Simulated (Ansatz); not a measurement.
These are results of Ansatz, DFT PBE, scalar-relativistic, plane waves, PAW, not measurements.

Structure of SiC:

```
Si C
1.0
     3.09177    0.00000    0.00000
    -1.54588    2.67755    0.00000
     0.00000    0.00000    5.07402
Si C
2 2
Direct
  0.33333 0.66667 0.00456
  0.66667 0.33333 0.50456
  0.33333 0.66667 0.38044
  0.66667 0.33333 0.88044
```

Plane waves to 420 eV, a k mesh through Γ of 12×12×6 on the computed 4-atom cell and Gaussian smearing (0.02 eV); no spin polarisation.

Levels along Γ–M–K–Γ–A–L–H–A | L–M | H–K, in eV from a zero inside the gap, sorted by energy at each point. Points in fractions of the primitive reciprocal vectors: Γ (0.000 0.000 0.000), M (0.500 0.000 0.000), K (0.333 0.333 0.000), A (0.000 0.000 0.500), L (0.500 0.000 0.500), H (0.333 0.333 0.500).
```
point k (1/Å, with 2π) band 5  band 6  band 7  band 8  band 9  band 10  band 11
    Γ             0.000   -2.46   -1.26   -1.15   -1.15    3.52     4.88     5.42
    -             0.587   -4.11   -3.65   -2.16   -1.76    2.85     4.66     5.92
    M             1.173   -6.53   -4.44   -4.39   -2.34    1.60     3.06     5.60
    -             1.512   -6.49   -5.75   -4.47   -3.67    2.06     3.95     6.46
    K             1.851   -7.40   -5.15   -5.15   -4.93    1.15     6.96     7.62
    -             2.528   -5.26   -3.97   -2.58   -2.39    3.88     4.61     5.74
    Γ             3.205   -2.46   -1.26   -1.15   -1.15    3.52     4.88     5.42
    -             3.515   -2.30   -2.30   -1.38   -1.38    3.80     5.55     5.55
    A             3.825   -1.86   -1.86   -1.86   -1.86    4.61     4.61     6.12
    -             4.411   -4.07   -4.07   -2.85   -2.85    3.29     3.29     6.11
    L             4.998   -3.58   -3.58   -3.47   -3.47    2.10     2.10     4.04
    -             5.337   -5.35   -5.35   -3.06   -3.06    3.08     3.08     5.13
    H             5.675   -6.71   -6.71   -2.88   -2.88    3.84     3.84     4.84
    -             6.353   -4.13   -4.13   -3.62   -3.62    3.96     3.96     6.29
    A             7.030   -1.86   -1.86   -1.86   -1.86    4.61     4.61     6.12
    L             7.030   -3.58   -3.58   -3.47   -3.47    2.10     2.10     4.04
    -             7.340   -5.26   -4.21   -3.46   -2.77    1.92     2.08     5.38
    M             7.649   -6.53   -4.44   -4.39   -2.34    1.60     3.06     5.60
    H             7.649   -6.71   -6.71   -2.88   -2.88    3.84     3.84     4.84
    -             7.959   -7.51   -5.60   -3.94   -3.94    2.36     5.33     5.33
    K             8.268   -7.40   -5.15   -5.15   -4.93    1.15     6.96     7.62
```